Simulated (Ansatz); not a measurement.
**Al: enthalpy against pressure**

Al, P6_3/mmc, a = 2.822 Å, c = 9.262 Å. This isn't the element's structure at ambient conditions. Ansatz: r2SCAN, PAW, 500 eV, Γ-centred 18×18×6 mesh on 4 atoms, Gaussian smearing 0.10 eV; no spin polarisation. Cell and atoms are relaxed at each pressure, and no other structure is tried, so the rows at high pressure may lie past a change of phase. y is the enthalpy over the state at zero pressure; there V0 = 15.972 Å³/atom. The pressures are the targets, met within 0.06 GPa.

```
P (GPa) y (eV/atom)
   -2.0      -0.2017
    0.0       0.0000
    2.0       0.1972
    5.0       0.4858
   10.0            ?
   20.0       1.8302
   40.0       3.4488
```

Q: Fit y = c1 P + c2 P² + c3 P³ to the other rows, say what c1 and c2 mean, and predict the missing value.

A: Least squares on the rows shown. y = 0.099526 P − 0.00046930 P² + 3.4165×10⁻⁶ P³. Since dH/dP = V, c1 is V0: 0.099526 eV/GPa × 160.2 = 15.944 Å³ against 15.972; c2 = −V0/(2B0) gives B0 = 106 GPa, where a Birch–Murnaghan fit to the volumes of the same runs (not shown) gives 91 GPa: a cubic over this range folds the higher terms into c2. At P = 10.0 the fit asked for gives 0.9517 eV/atom. The run gave 0.9503 eV/atom, so the fit is 0.0014 eV/atom too high, 0.038 % of the span of the series, against an rms of 0.0004 eV/atom on the fitted rows. With a term in P⁴ added, a fit to the same known rows predicts 0.9499 eV/atom, so most of the miss is curvature that the known rows already hold.